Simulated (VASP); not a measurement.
Here is a VASP 6.6.1 calculation.

The input INCAR:

```
SYSTEM = Re
PREC = Accurate
ENCUT = 520
EDIFF = 1E-7
ISMEAR = -1
SIGMA = 0.1
LREAL = .False.
LASPH = .True.
NELM = 100
ALGO = Fast
ISIF = 2
LWAVE = .False.
LCHARG = .True.
GGA = RP
LELF = .True.
LVHAR = .True.
NBANDS = 10
```

KPOINTS

```
Automatic mesh
0
Gamma
  23 23 23
  0 0 0
```

Contents of POSCAR:

```
Re
1.0
   -1.5623284105      1.5623284105      1.5623284105
    1.5623284105     -1.5623284105      1.5623284105
    1.5623284105      1.5623284105     -1.5623284105
Re
1
Direct
    0.0000000000      0.0000000000      0.0000000000
```

Potentials or basis: VASP PAW PBE potentials, release 64 (Re).

Run with:

```console
$ cat potpaw_PBE.64/Re/POTCAR > POTCAR
$ mpirun -np 1 vasp_std > vasp.out
```

Question: What does it give for the pressure?

Answer: -0.5 GPa.

Question: What does it give for the band gap on the k mesh?

Answer: None (metal or under the smearing width).

Caveat: the PAW data sets were made with another functional, which shifts forces and pressure a little. Spin-orbit coupling is left out, which matters for the levels of Re.
